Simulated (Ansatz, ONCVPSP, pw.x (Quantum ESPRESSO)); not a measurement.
pw.x on bcc Si: one setting changed

Potential: optimised norm-conserving Vanderbilt (ONCV), ONCVPSP 4.0.1.1 (patched build), PBE; core [Ne], reference 3s2 3p2; waves: 3s: rc 1.80 bohr, ncon 5, nbas 8, qcut 3 1/bohr, 2 projectors, debl 3.8 Ha; 3p: rc 2.00 bohr, ncon 3, nbas 7, qcut 3.3 1/bohr, 2 projectors, debl 3.5 Ha; d scattering state at 0.16 Ha: rc 1.55 bohr, ncon 4, nbas 8, qcut 5.3 1/bohr, 2 projectors, debl 0.4 Ha; local part: polynomial inside 1.40 bohr (lpopt 5, dvloc0 3 Ha); core correction: none.

The reference run (k-mesh 15³, cutoffs 100/400 Ry, Fermi–Dirac 0.01 Ry, mixing_beta 0.4, conv_thr 1e-9, no spin) gives 0.97 GPa at 14.593 Å³/atom, where all-electron LAPW gives 0.35 GPa. This run, with its own iteration cap, changes k-mesh points per axis to 8.

```
&control
  calculation='scf', prefix='x', pseudo_dir='./', outdir='./tmp', tstress=.true., disk_io='none'
/
&system
  ibrav=0, nat=1, ntyp=1, ecutwfc=100, ecutrho=400, nbnd=9,
  occupations='smearing', smearing='fd', degauss=0.01
/
&electrons
  conv_thr=1e-09, mixing_beta=0.4, electron_maxstep=50
/
ATOMIC_SPECIES
Si 1.0 Si.UPF
CELL_PARAMETERS angstrom
  -1.53943562 1.53943562 1.53943562
  1.53943562 -1.53943562 1.53943562
  1.53943562 1.53943562 -1.53943562
ATOMIC_POSITIONS crystal
Si 0.0000 0.0000 0.0000
K_POINTS automatic
8 8 8 0 0 0
```

```bash
pw.x < Si.scf.in > Si.scf.out
```

**Question.** How does the run end?

**Answer.** It converges in 5 iterations; the free energy moves by -8.5 meV/atom and the pressure by -0.33 GPa.

```
Message from routine setup:
     using ibrav=0 with symmetry is DISCOURAGED, use correct ibrav instead
     lattice parameter (alat)  =       5.0387  a.u.
     unit-cell volume          =      98.4784 (a.u.)^3
     number of electrons       =         4.00
     number of Kohn-Sham states=            9
     kinetic-energy cutoff     =     100.0000  Ry
     charge density cutoff     =     400.0000  Ry
     scf convergence threshold =      1.0E-09
     Exchange-correlation= PBE
     number of k points=    29  Fermi-Dirac smearing, width (Ry)=  0.0100
     iteration #  1     ecut=   100.00 Ry     beta= 0.40
     total energy              =      -7.84450579 Ry
     estimated scf accuracy    <       0.00339928 Ry
     iteration #  2     ecut=   100.00 Ry     beta= 0.40
     total energy              =      -7.84434858 Ry
     estimated scf accuracy    <       0.00107934 Ry
     iteration #  3     ecut=   100.00 Ry     beta= 0.40
     total energy              =      -7.84438769 Ry
     estimated scf accuracy    <       0.00000392 Ry
     iteration #  4     ecut=   100.00 Ry     beta= 0.40
     total energy              =      -7.84438829 Ry
     estimated scf accuracy    <       0.00000009 Ry
     iteration #  5     ecut=   100.00 Ry     beta= 0.40
     the Fermi energy is    10.5778 ev
!    total energy              =      -7.84438831 Ry
     estimated scf accuracy    <          1.9E-10 Ry
     smearing contrib. (-TS)   =      -0.00306632 Ry
     The total energy is F=E-TS. E is the sum of the following terms:
     one-electron contribution =       4.57335432 Ry
     hartree contribution      =       0.02907856 Ry
     xc contribution           =      -2.43593442 Ry
     ewald contribution        =     -10.00782043 Ry
     convergence has been achieved in   5 iterations
          total   stress  (Ry/bohr**3)                   (kbar)     P=        6.39
     Message from routine punch:
     Nothing written, as per user request (disk_io='none')
```

The run took about 9.3 s on one core of a shared host (Neoverse-N1, 64 threads, 124 GiB, load 57).
